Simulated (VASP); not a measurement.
## WS2 (Tungstenite): single point with PBE

The system is WS2 (Tungstenite).

```
W S
1.0
     3.18000    0.00000    0.00000
    -1.59000    2.75396    0.00000
     0.00000    0.00000   12.50000
W S
2 4
Direct
  0.66667 0.33333 0.75000
  0.33333 0.66667 0.25000
  0.66667 0.33333 0.37500
  0.33333 0.66667 0.87500
  0.66667 0.33333 0.12500
  0.33333 0.66667 0.62500
```

```
Program             : VASP 6.6.1
Task                : single point
Functional          : PBE
Potentials or basis : VASP PAW PBE potentials, release 64 (W_sv_GW, S_GW)
Cutoff              : 550 eV
k mesh              : 10 × 10 × 3
Occupations         : gaussian, width 0.05 eV
Spin                : no spin polarisation
```

The pressure is 1.9 GPa. The largest force is 0.138 eV/Å. The band gap on the k mesh is 1.12 eV, indirect (least direct gap 2.08 eV).

Forces in eV/Å, atoms in the order of the input:
```
W    0.000  0.000  0.000
W    0.000  0.000  0.000
S    0.000  0.000  0.138
S    0.000  0.000  0.138
S    0.000  0.000 -0.138
S    0.000  0.000 -0.138
```

Stress tensor (GPa, compression positive):
```
1.32 0.00 0.00
0.00 1.32 0.00
0.00 0.00 3.17
```

Levels at points of the mesh, in eV from the valence-band top:
```tsv
k point	band 22	band 23	band 24	band 25	band 26	band 27	band 28	band 29	band 30	band 31
(0.00, 0.00, 0.00)	-2.26	-2.26	-1.57	-1.09	0.00	2.25	2.25	2.25	2.33	2.34
(0.50, 0.00, 0.00)	-2.70	-2.02	-1.86	-1.67	-1.51	2.20	2.24	2.56	2.77	3.11
```

Wall time 82 s on 1 thread of Intel(R) Xeon(R) Platinum 8488C (Sapphire Rapids) (shared host), peak memory 0.28 GiB.

Caveat: spin-orbit coupling is left out, which moves the levels of the heavy elements; an odd mesh through Γ misses points on the zone boundary, where band edges often lie; this functional lacks dispersion, which binds the layers, so the pressure and a relaxed spacing across them are unreliable. A hybrid or GW would open this gap; PBE tends to underestimate it.
